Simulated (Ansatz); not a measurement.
# Fe (Fmmm) in Ansatz: notebook

The runs below take Fe through relaxation of cell and atoms, single point, with HSE06, HSE03, HSEsol, r2SCAN0, r2SCANh.

All numbers are computed with Ansatz 0.2.0; they aren't measurements. Logs are shortened: lines on timing, memory, paths and dates and some standing lists are left out, and cuts for length are marked.

### 1 The structure

Symmetry: Fmmm, No. 69, orthorhombic system. Conventional cell: a = 2.997 Å, b = 3.883 Å, c = 3.930 Å, α = 90.00°, β = 90.00°, γ = 90.00°. Around Fe (site symmetry mmm) lie 12 Fe at 2.45 to 2.76 Å.

### 2 Relaxation of cell and atoms, HSE06, collinear spin, ferromagnetic start

The input, input:

```
crystal:
  lattice:
    - [0.0, 1.9417396906, 1.9651051623]
    - [1.4984397099, 0.0, 1.9651051623]
    - [1.4984397099, 1.9417396906, 0.0]
  atoms:
    - { symbol: Fe, position: [0.0, 0.0, 0.0], spin: 3.0 }
hamiltonian:
  xc: hse06
  pseudopotentials: { kind: paw }
magnetization:
  spin_polarized: true
kpoints:
  mp_grid: { grid: [7, 7, 7] }
scf:
  occupations: { method: fermi_dirac, width: 0.05 }
output:
  forces: true
  stress: true
  eigenvalues: true
relax:
  f_tol: 0.01
  max_steps: 40
  cell: { stress_tol: 0.05 }
```

Potentials or basis: Ansatz PAW.

What it wrote:

```text
GPUs: using 1 of 1 available (devices: 1).
Engine: ansatz 0.2.0, x86_64-unknown-linux-gnu
Pseudopotentials: kind: paw
Pseudopotential: Fe, paw, valence charge 16, recommended cutoff 420 eV (normal), Fe.paw.azcp
Functional definition: HSE06
  parameter a = 0.25
  parameter omega = 0.11/bohr
  exchange = pbe_x - a*pbe_x_sr(omega) + a*exact_x_sr(omega)
  correlation = pbe_c
device memory: the entry about to start is reckoned to put 0.6 GiB on a device that reports 70.9 GiB free (of which the cap on the GPU budget leaves the run 18.0 GiB)
GPU FFT provider: cuFFT
GPU libraries: cuBLAS 13.8.2, cuFFT 12.4.0, cuSOLVER 12.3.4
Crystal: 1 atoms, lattice volume = 11.435 Å³
Basis set: ecut = 420 eV, 221 PW (Γ), exchange–correlation on 40×36×36 points (8 copies of the dense FFT grid, shifted against one another)
Bands: 14, of which v1, the nominal top of the filled ones, is band 8 counted from 1 (7 counted from 0)
Symmetry: 8 space group operations
Space group: Fmmm (ITA 69), of the structure as read, at distance tolerance 2.3e-5 Å
Magnetic group: BNS 69.521 (UNI 619), of the structure as read, at distance tolerance 2.3e-5 Å
k-points: 64 of 343
Non-local potential: Fe, projectors of the file, l = 0: 3, l = 1: 2, l = 2: 3, l = 3: 1
PAW form: soft (Blöchl's): semilocal exchange-correlation on the pseudo side does not see the compensation charge
PAW frozen core: Fe, regenerated for the run's functional, and the local potential with it (the file was generated under x = pbe(κ = 0.804, μ = 0.2195149727645171), c = pbe(β = 0.06672455060314922))
PAW one-centre angular grid: Fe, 590 points (default); XC on 64 Gauss nodes
Initial density: superposition of atomic densities (chi_scale 0.1, normalization cell)
Starting moments: Σ|m| = 3 μB on 1 of 1 site
Initial wavefunctions: pseudopotential atomic-orbital guess
GPU buffer pool allocated for 6480 grid points (all kernels)
GPU transforms: local potential and band sums: pruned to the plane-wave sphere, on 20×18×18
Functional: x = pbe(κ = 0.804, μ = 0.2195149727645171), c = pbe(β = 0.06672455060314922), warm-up for x = pbe(κ = 0.804, μ = 0.2195149727645171) + 0.25 (exact − pbe) at short range (hse, ω = 0.20786987370883472 Å⁻¹), c = pbe(β = 0.06672455060314922); HSE06 as pw.x's `hse` composes it (authors' and Libxc's form: `xc: wpbeh`)
iter 1 solved again at ethr=1.82e-3 eV; its pass at ethr=1.00e-1 eV (dr2=2.92e-1 eV) is discarded
SCF iter   1: F=—  HF=-4480.294520 eV  |F-HF|=—  |Δ(HF+E_count)|=         —  Δρ=7.03e-2 (↑7.03e-2 ↓3.59e-2)  dr2=2.82e-1  dr2_m=2.19e-1  M=2.403 μB ∫|m|=2.418 μB  β_m=0.30  ethr=1.82e-3  ⟨swp⟩=3.0  Hψ=9395  notcnv=0
preconditioner: auto → none  [metal: Δε(μ)=0.016 eV  Ē_g=14.867 eV  σ=0.050 eV  W_gap=0.08  n_scr=0 (ndim 8)  ℏωp=31.1 eV  f_vac=0.000  D(μ)=0.94/eV (n_scr^D=12)]
iter 2 solved again at ethr=1.82e-5 eV; its pass at ethr=1.76e-3 eV (dr2=2.91e-3 eV) is discarded
[... 6 lines left out ...]
spin-set hold released at iteration 6 (site moments contracting): the magnetisation degrees of freedom join the quasi-Newton model from the next iteration; the mixer history was flushed
[... 4 lines left out ...]
[... 471 lines left out ...]
SCF iter   3: F=—  HF=-4479.040472 eV  |F-HF|=—  |Δ(HF+E_count)|=  3.64e-11  Δρ=6.31e-7 (↑6.31e-7 ↓4.83e-7)  dr2=1.85e-11  dr2_m=1.05e-11  M=2.875 μB ∫|m|=3.344 μB  β_m=0.51  ethr=1.00e-12  ⟨swp⟩=3.6  Hψ=3346  notcnv=0
SCF iter   4: F=-4479.040472 eV  HF=-4479.040472 eV  |F-HF|=8.19e-12  |Δ(HF+E_count)|=  3.64e-11  Δρ=2.21e-7 (↑2.05e-7 ↓2.21e-7)  dr2=9.89e-12  dr2_m=7.63e-13  M=2.875 μB ∫|m|=3.344 μB  ethr=1.00e-12  ⟨swp⟩=2.5  Hψ=2918  notcnv=0
SCF 28 converged in 4 iterations: F = -4479.040472 eV  dr2 = 9.89e-12
hybrid outer 1: dexx = +9.403e-9 eV, tail = 5.17e-11 eV
GPU FFT provider: cuFFT
GPU libraries: cuBLAS 13.8.2, cuFFT 12.4.0, cuSOLVER 12.3.4
GPU buffer pool allocated for 6480 grid points (all kernels)
GPU transforms: local potential and band sums: pruned to the plane-wave sphere, on 20×18×18
Exchange kernel: α = 0.2500, screened, ω = 0.2079 Å⁻¹, Wigner–Seitz truncation, v(0) = 1039.4348 eV·Å³, q-mesh 7×7×7, nearest image of the exchange supercell L = 17.66 Å, pair-density grid 15×15×15, without the augmentation charges, whose exchange is taken in its separable form by FFT convolution over the k-point mesh (the finest that the files' search goes to), smooth part of the exact exchange by density-matrix convolution in up to 1.06 GiB of GPU memory as planned if the GPU has room (build and FFT work areas not counted)
Frozen-core exchange: fock
[... 2 lines left out ...]
SCF 29 converged in 2 iterations: F = -4479.040472 eV  dr2 = 1.13e-12
  Residual-converged pass: ⟨swp⟩=4.0  Hψ=4328  notcnv=0  max |occ|·‖R‖ = 9.7e-9 eV (tolerance 1.0e-8 eV)  dr2=1.07e-12  dr2_m=5.78e-13  dr2_onsite=8.39e-13  max |Δocc| = 1.4e-13
hybrid outer 2: dexx = +8.829e-13 eV, tail = 5.28e-12 eV, Δε = 6.68e-6 eV (about 2.66e-6 eV left of the loop's levels)
this state was not tested for a lower state beside it, because the functional holds exact exchange (a hybrid, or Hartree-Fock), whose exchange loop this test does not read (fock_operator); the stability check (scf.self_checks: high) cannot read this state: a pseudopotential is PAW: the check reads norm-conserving sets alone
relax step   9: F+E_penalty+E_count = -4479.04047192 eV  Δ(F+E_penalty+E_count) = +3.289e-8 eV  max|allowed force component| = 0.000e0 eV/Å  Δτ_max = 0.0000 Å  P = -0.007 GPa  Ω = 12.352 Å³  stress off target by 1.41e-2 GPa  SCF on the basis re-selected at this cell (its energy is not comparable with the rows above)  (6 SCF iters)
[... 1 line left out ...]
hybrid SCF converged: 2 outer / 6 inner (+0 warm-up), last move |dexx| = 8.83e-13 eV, tail = 5.28e-12 eV
Magnetization: 2.8746 μB (9.4373 up, 6.5627 down)
Absolute magnetization: 3.3455 μB (∫|ρ↑−ρ↓|, with the PAW one-centre terms)
Spin contamination: 0.2018 ħ² per cell (⟨S²⟩ above its minimum at these occupations)
Per-site moments (μB) at R_I (Å): [(3.0961048288834614, 1.0409389283492183)]
Free energy (F): -4479.040472 eV
Frozen-core exchange: fock
Harris-Foulkes:  -4479.040472 eV  (|F-HF|=9.09e-13)
Internal energy: -4479.037107 eV  (E = F + TS)
E sigma→0 (E₀):  -4479.038789 eV
Entropy (-TS):   -0.003365 eV (-3.365 meV/atom)
Fermi energy:    17.024901 eV
--- Per-component energies (eV) ---
  E_band       = -287.464764
  E_kinetic    = 347.206215
  E_local      = -2166.773097  (includes V_loc(G=0)·N_el)
  E_nonlocal   = 223.299483
  E_hartree    = 905.953724
  E_xc         = -93.580081
  E_vxc        = -119.341532  (∫ρ·V_xc dr)
  E_exx        = -74.559300  (= α·E_x^exact, valence–valence)
  E_paw        = -1317.319552  (= ΣΔE_a)
  E_vpaw       = -234.645455  (= ΣTr[D̂ρ^β])
  E_aug_tail   = 0.000804  (compensation charges beyond the density's cutoff)
  E_ewald      = -2303.061583
  E_core_change = -0.203720  (= ΣΔE_core)
  E_smearing   = -0.003365  (= −TS)
  E_closure    = -0.000000  (closes the sum)
  Σ components = -4479.040472   (vs F -4479.040472, Δ=0.00e0)
--- Forces (eV/Å), atoms counted from 1 ---
  atom   1  Fe     0.00000000    -0.00000000     0.00000000
  max |Σ_I F_I| component: 7.11e-26 eV/Å
--- Stress (GPa, compression-positive) ---
       -0.005370       0.000000       0.000000
        0.000000      -0.000386      -0.000000
        0.000000      -0.000000      -0.014087
  P = ⅓ Tr σ = -0.0066 GPa (-0.066 kbar)
--- Band table (eV; the first three rows and the last of 128) ---
  k-point 0 ↑: bands = ["-78.0876", "-42.5185", "-42.5177", "-42.4261", "7.6381", "11.8305", "11.8309", "11.9268", "12.8910", "13.1294", "40.8414", "41.7938", "41.7973", "46.2779"]
  k-point 1 ↑: bands = ["-78.0770", "-42.5598", "-42.5386", "-42.4472", "8.4893", "11.7114", "11.8540", "12.2774", "12.7987", "13.0980", "37.1285", "40.2381", "41.2863", "44.1632"]
  k-point 2 ↑: bands = ["-78.0530", "-42.6855", "-42.5846", "-42.4624", "9.9976", "11.3495", "12.6370", "12.8447", "13.1370", "13.2550", "30.4590", "37.5302", "39.8578", "40.8383"]
  k-point 63 ↓: bands = ["-73.2789", "-37.7504", "-37.5137", "-37.3777", "13.7340", "15.3905", "16.2039", "20.6113", "20.8718", "22.2448", "26.8453", "31.6518", "35.5589", "41.7125"]
--- Relaxed structure (7 steps of the walk, 7 accepted, 2 SCFs on fresh bases) ---
  F+E_penalty+E_count = -4479.04047192 eV   max|allowed force component| = 0.000e0 eV/Å   (the final SCF, on the basis selected at the relaxed cell)
  cell:  # Å, volume = 12.3516 Å³
    - [-3.282965984452181e-33, 2.0253859465465056, 2.0257001317430587]
    - [1.5052591218925315, 7.981510486162078e-34, 2.0257001317430587]
    - [1.5052591218925315, 2.0253859465465056, -1.591608388894868e-33]
  atoms:
    - { symbol: Fe, position: [0.0, 0.0, 0.0] }
```

It took 3.4 min on 1 × NVIDIA H100 80GB HBM3 with 2 threads of AMD EPYC 7R13 (Zen 3), shared host; peak memory 1.6 GiB.

What came out:

| Property | Result |
| --- | --- |
| Free energy | -4479.0405 eV |
| Relaxed volume | 12.35 Å³/atom |
| Relaxed cell | a = 2.865 Å, b = 2.524 Å, c = 2.523 Å, α = 69.16°, β = 55.42°, γ = 55.42° |
| Space group after relaxing (to 0.05 Å) | I4/mmm (No. 139) |
| Energy gained by relaxing | 46.1 meV/atom |
| Ionic steps | 9 |
| Pressure after relaxing | 0.0 GPa |
| Band gap on the k mesh | none (metal or under the smearing width) |
| Net moment | 2.87 μB per cell |
| Absolute moment | 3.35 μB per cell |
| Site moments | Fe +3.10 μB |

The path:
| step | energy change (eV) | largest force (eV/Å) | volume (Å³) |
| --- | --- | --- | --- |
| 1 | 0.0000 | 0.0000 | 11.44 |
| 2 | -0.0390 | 0.0000 | 12.01 |
| 3 | -0.0447 | 0.0000 | 12.31 |
| 4 | -0.0448 | 0.0000 | 12.35 |
| 5 | -0.0448 | 0.0000 | 12.36 |
| 6 | -0.0448 | 0.0000 | 12.36 |
| 7 | -0.0461 | 0.0000 | 12.36 |
| 8 | -0.0461 | 0.0000 | 12.35 |
| 9 | -0.0461 | 0.0000 | 12.35 |

Final structure:
```yaml
crystal:
  lattice:
    - [0.00000, 2.02539, 2.02570]
    - [1.50526, 0.00000, 2.02570]
    - [1.50526, 2.02539, 0.00000]
  atoms:
    - { symbol: Fe, position: [0.00000, 0.00000, 0.00000] }
```

Levels at points of the mesh, in eV from the Fermi level:
Spin up:
| k point | band 5 | band 6 | band 7 | band 8 | band 9 | band 10 | band 11 | band 12 | band 13 | band 14 |
| --- | --- | --- | --- | --- | --- | --- | --- | --- | --- | --- |
| (0.00, 0.00, 0.00) | -9.39 | -5.19 | -5.19 | -5.10 | -4.13 | -3.90 | 23.82 | 24.77 | 24.77 | 29.25 |
Spin down:
```csv
k point,band 5,band 6,band 7,band 8,band 9,band 10
"(0.00, 0.00, 0.00)",-9.91,0.67,0.67,1.56,3.26,3.90
```

Caveat: the k mesh is coarse (spacing up to 0.44 Å⁻¹), so the values aren't converged, least of all with exact exchange; the magnetic or orbital state may not be the lowest; the plane-wave basis is chosen anew once the cell has moved, so the energies of steps on either side of that aren't comparable; the PAW data sets come from PBE, with cores solved anew for the run's functional, which leaves a small shift of forces and pressure.

### 3 Relaxation of cell and atoms, HSE03, collinear spin, ferromagnetic start

Changes to input since step 2:

```diff
@@ -8,3 +8,3 @@
 hamiltonian:
-  xc: hse06
+  xc: { exchange: pbe, correlation: pbe, exx: { coeff: 0.25, omega: 0.3 } }
   pseudopotentials: { kind: paw }
```

Potentials or basis: Ansatz PAW.

Run time: 3.5 min. Hardware: 1 × NVIDIA H100 80GB HBM3 with 2 threads of AMD EPYC 7R13 (Zen 3), shared host; peak memory 1.7 GiB.

Results (log left out):

```
Free energy                            : -4479.0574 eV
Relaxed volume                         : 12.40 Å³/atom
Relaxed cell                           : a = 2.871 Å, b = 2.527 Å, c = 2.527 Å, α = 69.24°, β = 55.38°, γ = 55.38°
Space group after relaxing (to 0.05 Å) : I4/mmm (No. 139)
Energy gained by relaxing              : 47.8 meV/atom
Ionic steps                            : 10
Pressure after relaxing                : 0.0 GPa
Band gap on the k mesh                 : none (metal or under the smearing width)
Net moment                             : 2.88 μB per cell
Absolute moment                        : 3.34 μB per cell
Site moments                           : Fe +3.10 μB
```

The path:
```csv
step,energy change (eV),largest force (eV/Å),volume (Å³)
1,0.0000,0.0000,11.44
2,-0.0402,0.0000,12.02
3,-0.0463,0.0000,12.33
4,-0.0464,0.0000,12.39
5,-0.0464,0.0000,12.41
6,-0.0465,0.0000,12.41
7,-0.0465,0.0000,12.40
8,-0.0478,0.0000,12.40
9,-0.0478,0.0000,12.40
10,-0.0478,0.0000,12.40
```

Final structure:
```
CELL_PARAMETERS angstrom
0.00000 2.03002 2.03006
1.50410 0.00000 2.03006
1.50410 2.03002 0.00000
ATOMIC_POSITIONS crystal
Fe 0.00000 0.00000 0.00000
```

Levels at points of the mesh, in eV from the Fermi level:
Spin up:
| k point | band 6 | band 7 | band 8 | band 9 | band 10 | band 11 | band 12 | band 13 |
| --- | --- | --- | --- | --- | --- | --- | --- | --- |
| (0.00, 0.00, 0.00) | -5.03 | -5.03 | -4.95 | -3.98 | -3.75 | 23.65 | 24.54 | 24.54 |
Spin down:
```csv
k point,band 4,band 5,band 6,band 7,band 8,band 9,band 10,band 11
"(0.00, 0.00, 0.00)",-54.21,-9.70,0.54,0.54,1.36,3.08,3.68,22.89
```

Caveat: the k mesh is coarse (spacing up to 0.44 Å⁻¹), so the values aren't converged, least of all with exact exchange; the magnetic or orbital state may not be the lowest; the plane-wave basis is chosen anew once the cell has moved, so the energies of steps on either side of that aren't comparable; the PAW data sets come from PBE, with cores solved anew for the run's functional, which leaves a small shift of forces and pressure.

### 4 Relaxation of cell and atoms, HSEsol, collinear spin, ferromagnetic start

Changes to input since step 3:

```diff
@@ -8,3 +8,6 @@
 hamiltonian:
-  xc: { exchange: pbe, correlation: pbe, exx: { coeff: 0.25, omega: 0.3 } }
+  xc:
+    exchange: hjs_pbesol
+    correlation: pbesol
+    exx: { coeff: 0.25, omega: 0.207 }
   pseudopotentials: { kind: paw }
```

It took 3.2 min on 1 × NVIDIA H100 80GB HBM3 with 2 threads of AMD EPYC 7R13 (Zen 3), shared host; peak memory 1.7 GiB.

Results (log left out):

| Quantity | Value |
| --- | --- |
| Free energy | -4456.5191 eV |
| Relaxed volume | 11.94 Å³/atom |
| Relaxed cell | a = 2.832 Å, b = 2.495 Å, c = 2.495 Å, α = 69.15°, β = 55.43°, γ = 55.43° |
| Space group after relaxing (to 0.05 Å) | I4/mmm (No. 139) |
| Energy gained by relaxing | 17.3 meV/atom |
| Ionic steps | 9 |
| Pressure after relaxing | 0.0 GPa |
| Band gap on the k mesh | none (metal or under the smearing width) |
| Net moment | 2.87 μB per cell |
| Absolute moment | 3.29 μB per cell |
| Site moments | Fe +3.07 μB |

Step by step:
| step | energy change (eV) | largest force (eV/Å) | volume (Å³) |
| --- | --- | --- | --- |
| 1 | 0.0000 | 0.0000 | 11.44 |
| 2 | -0.0143 | 0.0000 | 11.76 |
| 3 | -0.0165 | 0.0000 | 11.93 |
| 4 | -0.0166 | 0.0000 | 11.95 |
| 5 | -0.0166 | 0.0000 | 11.95 |
| 6 | -0.0166 | 0.0000 | 11.94 |
| 7 | -0.0173 | 0.0000 | 11.94 |
| 8 | -0.0173 | 0.0000 | 11.94 |
| 9 | -0.0173 | 0.0000 | 11.94 |

Final structure:
```
CELL_PARAMETERS angstrom
0.00000 2.00239 2.00239
1.48857 0.00000 2.00239
1.48857 2.00239 0.00000
ATOMIC_POSITIONS crystal
Fe 0.00000 0.00000 0.00000
```

Levels at points of the mesh, in eV from the Fermi level:
Spin up:
```tsv
k point	band 7	band 8	band 9	band 10	band 11	band 12
(0.00, 0.00, 0.00)	-5.14	-5.01	-3.97	-3.72	24.11	25.11
```
Spin down:
| k point | band 3 | band 4 | band 5 | band 6 | band 7 | band 8 | band 9 | band 10 | band 11 | band 12 |
| --- | --- | --- | --- | --- | --- | --- | --- | --- | --- | --- |
| (0.00, 0.00, 0.00) | -54.21 | -54.20 | -9.97 | 0.69 | 0.69 | 1.56 | 3.27 | 3.92 | 23.57 | 24.72 |

Caveat: the k mesh is coarse (spacing up to 0.44 Å⁻¹), so the values aren't converged, least of all with exact exchange; the magnetic or orbital state may not be the lowest; the plane-wave basis is chosen anew once the cell has moved, so the energies of steps on either side of that aren't comparable; the PAW data sets come from PBE, with cores solved anew for the run's functional, which leaves a small shift of forces and pressure.

### 5 Single point, r2SCAN0, collinear spin, ferromagnetic start

Changes to input since step 4:

```diff
@@ -8,6 +8,3 @@
 hamiltonian:
-  xc:
-    exchange: hjs_pbesol
-    correlation: pbesol
-    exx: { coeff: 0.25, omega: 0.207 }
+  xc: r2scan0
   pseudopotentials: { kind: paw }
@@ -23,5 +20,5 @@
   eigenvalues: true
-relax:
-  f_tol: 0.01
-  max_steps: 40
-  cell: { stress_tol: 0.05 }
+  write_density: true
+  write_potential: true
+  elf: true
+  volumetric_format: npy
```

Wall time 54 s (1 × NVIDIA H100 80GB HBM3 with 2 threads of AMD EPYC 7R13 (Zen 3), shared host); peak memory 1.7 GiB.

The run converged. Its results:

```yaml
Free_energy: -4483.6174 eV
Pressure: 14.8 GPa
Band_gap_on_the_k_mesh: none (metal or under the smearing width)
Net_moment: 2.87 μB per cell
Absolute_moment: 3.40 μB per cell
Site_moments: Fe +3.12 μB
```

Stress tensor (GPa, compression positive):
```
10.50  0.00  0.00
 0.00 17.62  0.00
 0.00  0.00 16.42
```

Levels at points of the mesh, in eV from the Fermi level:
Spin up:
| k point | band 6 | band 7 | band 8 | band 9 | band 10 | band 11 | band 12 | band 13 |
| --- | --- | --- | --- | --- | --- | --- | --- | --- |
| (0.00, 0.00, 0.00) | -6.19 | -6.15 | -5.90 | -5.03 | -4.65 | 25.15 | 26.60 | 26.88 |
Spin down:
```tsv
k point	band 5	band 6	band 7	band 8	band 9	band 10
(0.00, 0.00, 0.00)	-11.52	0.98	1.47	2.55	4.11	5.22
```

Caveat: the k mesh is coarse (spacing up to 0.44 Å⁻¹), so the values aren't converged, least of all with exact exchange; the magnetic or orbital state may not be the lowest; the pressure holds a Pulay correction of +0.5 GPa for the finite cutoff; the PAW data sets come from PBE, with cores solved anew for the run's functional, which leaves a small shift of forces and pressure; the thresholds are loose for stress.

### 6 Single point, r2SCANh, collinear spin, ferromagnetic start

Changes to input since step 5:

```diff
@@ -8,3 +8,3 @@
 hamiltonian:
-  xc: r2scan0
+  xc: r2scanh
   pseudopotentials: { kind: paw }
@@ -20,5 +20 @@
   eigenvalues: true
-  write_density: true
-  write_potential: true
-  elf: true
-  volumetric_format: npy
```

Potentials or basis: Ansatz PAW.

Run time: 65 s. Hardware: 1 × NVIDIA H100 80GB HBM3 with 2 threads of AMD EPYC 7R13 (Zen 3), shared host; peak memory 1.7 GiB.

The run converged. Its results:

```
Free energy            : -4484.8976 eV
Pressure               : 13.8 GPa
Band gap on the k mesh : none (metal or under the smearing width)
Net moment             : 2.87 μB per cell
Absolute moment        : 3.22 μB per cell
Site moments           : Fe +3.03 μB
```

Stress tensor (GPa, compression positive):
```
11.76  0.00  0.00
 0.00 15.95  0.00
 0.00  0.00 13.77
```

Levels at points of the mesh, in eV from the Fermi level:
Spin up:
| k point | band 6 | band 7 | band 8 | band 9 | band 10 | band 11 | band 12 | band 13 |
| --- | --- | --- | --- | --- | --- | --- | --- | --- |
| (0.00, 0.00, 0.00) | -4.50 | -4.41 | -4.17 | -3.29 | -2.91 | 24.48 | 25.94 | 26.20 |
Spin down:
```csv
k point,band 3,band 4,band 5,band 6,band 7,band 8,band 9,band 10,band 11,band 12
"(0.00, 0.00, 0.00)",-53.57,-53.56,-10.19,0.51,0.75,1.63,2.92,3.88,23.99,25.82
```

Caveat: the k mesh is coarse (spacing up to 0.44 Å⁻¹), so the values aren't converged, least of all with exact exchange; the magnetic or orbital state may not be the lowest; the pressure holds a Pulay correction of +0.3 GPa for the finite cutoff; the PAW data sets come from PBE, with cores solved anew for the run's functional, which leaves a small shift of forces and pressure; the thresholds are loose for stress.

### 7 Overview

| task | level | cell | cutoff (eV) | gap on the mesh (eV) | pressure (GPa) | moment (μB) | relaxed volume (Å³/atom) |
| --- | --- | --- | --- | --- | --- | --- | --- |
| relaxation of cell and atoms | HSE06 | relaxed | 420 | none | 0.0 | 2.87 | 12.35 |
| relaxation of cell and atoms | HSE03 | relaxed | 420 | none | 0.0 | 2.88 | 12.40 |
| relaxation of cell and atoms | HSEsol | relaxed | 420 | none | 0.0 | 2.87 | 11.94 |
| single point | r2SCAN0 | as given | 500 | none | 14.8 | 2.87 | - |
| single point | r2SCANh | as given | 500 | none | 13.8 | 2.87 | - |

Alike in all rows: potentials or basis Ansatz PAW; spin collinear, ferromagnetic start; k mesh 7 × 7 × 7; smearing fermi-dirac 0.05 eV; the mesh is coarse, so values aren't converged.

Caveats: all runs use coarse meshes; the magnetic or orbital state may not be the lowest; the PAW data sets come from PBE, with cores solved anew for the run's functional, which leaves a small shift of forces and pressure; the plane-wave basis is chosen anew once the cell has moved, so the energies of steps on either side of that aren't comparable (some runs); the thresholds are loose for stress (some runs).

Total energies depend on the potentials used, so only differences within one code and one set of settings carry meaning.
